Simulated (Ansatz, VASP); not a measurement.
One calculation of PbO2, two programs

File POSCAR:

```
PbO2
1.0
    0.0000000000      2.6286194429      2.6286194429
    2.6286194429      0.0000000000      2.6286194429
    2.6286194429      2.6286194429      0.0000000000
Pb O
1 2
Direct
    0.0000000000      0.0000000000      0.0000000000
    0.2500000000      0.2500000000      0.2500000000
    0.7500000000      0.7500000000      0.7500000000
```

File INCAR.step1:

```
SYSTEM = PbO2
PREC     = Accurate       ! precision mode
ENCUT    = 520            ! plane-wave cutoff, eV
ISMEAR   = -1             ! smearing method
SIGMA    = 0.02           ! smearing width, eV
LREAL    = .FALSE.        ! projectors in reciprocal space
LASPH    = .TRUE.         ! aspherical terms in the spheres
NELM     = 80             ! most SCF steps
NBANDS   = 20             ! bands
GGA      = PE             ! functional
ALGO     = Normal         ! electronic algorithm
EDIFF    = 1E-4           ! SCF threshold, eV
LWAVE    = .TRUE.         ! write WAVECAR
LCHARG   = .FALSE.        ! write CHGCAR
```

Contents of INCAR.step2:

```
SYSTEM = PbO2
PREC     = Accurate       ! precision mode
ENCUT    = 520            ! plane-wave cutoff, eV
EDIFF    = 1E-7           ! SCF threshold, eV
ISMEAR   = -1             ! smearing method
SIGMA    = 0.02           ! smearing width, eV
LREAL    = .FALSE.        ! projectors in reciprocal space
LASPH    = .TRUE.         ! aspherical terms in the spheres
NELM     = 80             ! most SCF steps
ALGO     = Normal         ! electronic algorithm
ISIF     = 2              ! what is computed and relaxed
LWAVE    = .FALSE.        ! write WAVECAR
LCHARG   = .TRUE.         ! write CHGCAR
METAGGA  = R2SCAN         ! meta-GGA
LMIXTAU  = .TRUE.       
LELF     = .TRUE.         ! ELF
LVHAR    = .TRUE.       
NBANDS   = 20             ! bands
ISTART   = 1
```

KPOINTS

```
Automatic mesh
0
G
  6 6 6
  0 0 0
```

Input for Ansatz:

```yaml
crystal:
  lattice:
    - [0.0, 2.6286194429480556, 2.6286194429480556]
    - [2.6286194429480556, 0.0, 2.6286194429480556]
    - [2.6286194429480556, 2.6286194429480556, 0.0]
  atoms:
    - { symbol: Pb, position: [0.0, 0.0, 0.0] }
    - { symbol: O, position: [0.25, 0.25, 0.25] }
    - { symbol: O, position: [0.75, 0.75, 0.75] }
basis:
  ecutwfc: 600.0
kpoints:
  mp_grid:
    grid: [6, 6, 6]
hamiltonian:
  xc: r2scan
scf:
  occupations:
    method: fermi_dirac
    width: 0.02
output:
  stress: true
```

Alike in both runs: task single point; functional r2SCAN; k mesh 6 × 6 × 6; occupations fermi-dirac, width 0.02 eV; no spin polarisation.

|  | VASP | Ansatz |
| --- | --- | --- |
| version | VASP 6.6.1 | Ansatz 0.2.0 |
| potentials or method | VASP PAW PBE potentials, release 64 (Pb_d, O) | plane waves, PAW |
| plane-wave cutoff (eV) | 520 | 600 |
| valence electrons in the cell | 26 | 26 |

Ansatz gave:

| Item | Value |
| --- | --- |
| pressure (GPa) | 6.0 |

Question: Which values does VASP return?

Answer: Pressure (GPa): 7.3.

Caveats: the PAW data sets were made with another functional, which shifts forces and pressure a little (VASP). Spin-orbit coupling is left out, which matters for the levels of Pb.
